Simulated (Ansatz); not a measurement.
## PtSb2: changing the functional

The cell as given:

```
CELL_PARAMETERS angstrom
6.44230 0.00000 0.00000
0.00000 6.44230 0.00000
0.00000 0.00000 6.44230
ATOMIC_POSITIONS crystal
Pt 0.00000 0.50000 0.50000
Pt 0.50000 0.50000 0.00000
Pt 0.50000 0.00000 0.50000
Pt 0.00000 0.00000 0.00000
Sb 0.37530 0.12470 0.87530
Sb 0.12470 0.87530 0.37530
Sb 0.87530 0.37530 0.12470
Sb 0.62470 0.62470 0.62470
Sb 0.62470 0.87530 0.12470
Sb 0.87530 0.12470 0.62470
Sb 0.12470 0.62470 0.87530
Sb 0.37530 0.37530 0.37530
```

Kept alike: task relaxation of cell and atoms; k mesh 4 × 4 × 4; occupations fermi-dirac, width 0.05 eV; no spin polarisation. Program: Ansatz, Ansatz PAW. Cutoffs run from 420 to 500 eV. The mesh is that of the run's cell of 12 atoms. No spin-orbit coupling.

| run | volume (Å³/atom) |
| --- | --- |
| A | 22.960 |
| B | 22.528 |
| C | 23.488 |
| D | 22.102 |

The relaxations keep at least the cell's symmetry (Pa-3). For a metal such a mesh leaves the last digits unconverged. Relaxations stop with a little pressure left, so the last digits of a volume or edge aren't settled. All rows use potentials made for PBE.

Question: The runs differ in the functional (and the cutoff that goes with it) alone: LDA; PBE; PBEsol; r2SCAN. Which run is which?

Answer: Run A is r2SCAN; run B is PBEsol; run C is PBE; run D is LDA. The volume runs from 22.102 (LDA) to 23.488 Å³/atom (PBE). From PBE: LDA -1.386; PBEsol -0.960; r2SCAN -0.528.
